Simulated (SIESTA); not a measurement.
Runs of SIESTA 5.4.2 on Cu. It takes space group Fm-3m (No. 225, cubic). The conventional cell has a = 3.615 Å, b = 3.615 Å, c = 3.615 Å, α = 90.00°, β = 90.00°, γ = 90.00°. Around Cu (site symmetry m-3m) lie 12 Cu at 2.56 Å. 

```tsv
task	level	potentials or basis	gap on the mesh (eV)	pressure (GPa)
band structure	SOGGA	PseudoDojo 0.4 standard (PBEsol files), DZP (energy shift 0.002 Ry)	none	-9.1
band structure	PW91	PseudoDojo 0.4 standard (PBE files), DZP (energy shift 0.002 Ry)	none	(a)
band structure	SVWN5	PseudoDojo 0.4 standard (LDA files), DZP (energy shift 0.002 Ry)	none	-13.7
band structure	vdW-DF-cx	PseudoDojo 0.4 standard (PBE files), DZP (energy shift 0.002 Ry)	none	-5.4
```

Alike in all rows: no spin polarisation; cell as given; k mesh 13 × 13 × 13; smearing fermi-dirac 0.05 eV; grid cutoff 800 Ry; energy shift 0.002 Ry.

**Question.** Estimate the missing entries.

**Answer.** (a) -0.1.

Caveats: semicore shells carry a single zeta, which can move pressures by several GPa and volumes by a few percent; the basis of atomic orbitals isn't converged, which shifts pressures, moduli and gaps; the potentials were made for another functional, which shifts forces and pressure (some runs).

A gap of «none» marks a metal or a gap under the smearing width.

Runs at the PBE level aren't shown here.
